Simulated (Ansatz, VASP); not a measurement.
This is a calculation of Al for VASP 6.6.1.

The input INCAR:

```
SYSTEM = Al
ALGO = Fast
EDIFF = 1E-6
ENCUT = 520
GGA = PE
ISIF = 2
ISMEAR = -1
LASPH = .True.
LCHARG = .False.
LREAL = .False.
LWAVE = .False.
NBANDS = 8
NELM = 60
PREC = Accurate
SIGMA = 0.05
```

KPOINTS

```
k-points
0
Gamma
  12 12 12
  0 0 0
```

File POSCAR:

```
Al
1.0
   -1.5697130985      1.5697130985      1.5697130985
    1.5697130985     -1.5697130985      1.5697130985
    1.5697130985      1.5697130985     -1.5697130985
Al
1
Direct
    0.0000000000      0.0000000000      0.0000000000
```

Potentials or basis: VASP PAW PBE potentials, release 64 (Al).

Run with:

```bash
$ cat potpaw_PBE.64/Al/POTCAR > POTCAR
$ mpirun -np 1 vasp_std > vasp.out
```

Problem. Set up the same calculation for Ansatz 0.2.0. Potentials there: all-electron LAPW, scalar-relativistic.

Solution. As run (the cutoff follows the program's own potentials):

input.yaml

```yaml
crystal:
  lattice:
    - [-1.5697130985, 1.5697130985, 1.5697130985]
    - [1.5697130985, -1.5697130985, 1.5697130985]
    - [1.5697130985, 1.5697130985, -1.5697130985]
  atoms:
    - { symbol: Al, position: [0.0, 0.0, 0.0] }
kpoints:
  mp_grid: { grid: [12, 12, 12] }
scf:
  occupations: { method: fermi_dirac, width: 0.05 }
hamiltonian:
  xc: pbe
  pseudopotentials: { kind: all_electron, lapw: { basis_error: 0.0005 } }
output:
  forces: true
  stress: true
  eigenvalues: true
```

Potentials or basis: all-electron LAPW, scalar-relativistic.

Run with:

```console
$ ansatz run input.yaml --threads 1 --pin off --max-ram 2560MiB --backend cpu --events-out ev --progress --plain --runs-dir out
```

Both were run:

|  | VASP | Ansatz | Ansatz less VASP |
| --- | --- | --- | --- |
| gap on the k mesh at the Fermi level (eV) | none | none | - |
| pressure (GPa) | 7.5 | 7.5 | +0.01 |

A gap of «none» marks a metal or a gap that the smearing closes. Ansatz ran all-electron here, so the differences hold the error of VASP's frozen core and of both bases.
